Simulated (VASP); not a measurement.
# CaO in VASP: one cell, several levels of theory

Aim: gap, levels, forces and stress of CaO (rocksalt), under +3.0 % biaxial strain in x and y, free along z at fixed geometry. Runs: PBE, r2SCAN.

The runs shown are made with VASP 6.6.1. PAW datasets, plane waves. Spin-unpolarised throughout; all numbers are computed.

## 1. The structure to begin with

The cell comes from an earlier relaxation with r2SCAN in another program, then strained, with the atoms relaxed again.

The symmetry is I4/mmm (No. 139, tetragonal); a = 3.492 Å, c = 4.726 Å in the conventional setting, 14.41 Å³ an atom. Near Ca stand 6 O at 2.36–2.47 Å; near O stand 6 Ca at 2.36–2.47 Å.

As a file:

```
CELL_PARAMETERS angstrom
0.00000 2.46948 2.36304
2.46948 0.00000 2.36304
2.46948 2.46948 0.00000
ATOMIC_POSITIONS crystal
Ca 0.00000 0.00000 0.00000
O 0.50000 0.50000 0.50000
```

## 2. PBE at this geometry

INCAR

```
ENCUT = 520.000000
SIGMA = 0.020000
EDIFF = 1.00e-07
GGA = PE
PREC = Accurate
IBRION = -1
ISIF = 2
ISMEAR = -1
NBANDS = 15
NELM = 120
NSW = 0
LASPH = .TRUE.
LCHARG = .TRUE.
LELF = .TRUE.
LWAVE = .FALSE.
LREAL = .FALSE.
```

KPOINTS

```
KPOINTS created by Atomic Simulation Environment
0
Gamma
10 10 10
0 0 0
```

KPOINTS_OPT

```
special points
7
Reciprocal
0.0000000000 0.0000000000 0.0000000000 1
0.5000000000 0.0000000000 0.5000000000 1
0.6250000000 0.2500000000 0.6250000000 1
0.3750000000 0.3750000000 0.7500000000 1
0.5000000000 0.5000000000 0.5000000000 1
0.5000000000 0.2500000000 0.7500000000 1
0.5000000000 0.5000000000 0.0000000000 1
```

POSCAR

```
Ca O
 1.0000000000000000
     0.0000000000000000    2.4694766170000002    2.3630445319000000
     2.4694766170000002    0.0000000000000000    2.3630445319000000
     2.4694766170000002    2.4694766170000002    0.0000000000000000
 Ca  O
   1   1
Cartesian
  0.0000000000000000  0.0000000000000000  0.0000000000000000
  2.4694766169999998  2.4694766169999998  2.3630445319000000
```

The run uses the recommended PBE PAW datasets (16 valence electrons a neutral cell).

Launch:

```bash
$ mpirun -np 1 vasp_std
```

## 3. Single point with r2SCAN

INCAR

```
ENCUT = 520.000000
SIGMA = 0.010000
EDIFF = 1.00e-07
ALGO = Normal
METAGGA = R2SCAN
PREC = Accurate
IBRION = -1
ISIF = 2
ISMEAR = 0
NBANDS = 15
NELM = 120
NSW = 0
LASPH = .TRUE.
LCHARG = .FALSE.
LWAVE = .FALSE.
LREAL = .FALSE.
```

KPOINTS is that of step 2.

KPOINTS_OPT is that of step 2.

POSCAR is that of step 2.

**Question.** What will these runs give? Wanted: for each run, gap; pressure.

As calculated:

```
 level  gap (eV)  pressure (GPa)
   PBE      3.49           -1.29
r2SCAN      4.03           -3.39
```

In words: The gap runs from 3.49 eV (PBE) to 4.03 eV (r2SCAN). At this one volume the pressure spans -3.4 GPa (r2SCAN) to -1.3 GPa (PBE): PBE wants the largest cell and r2SCAN the smallest.
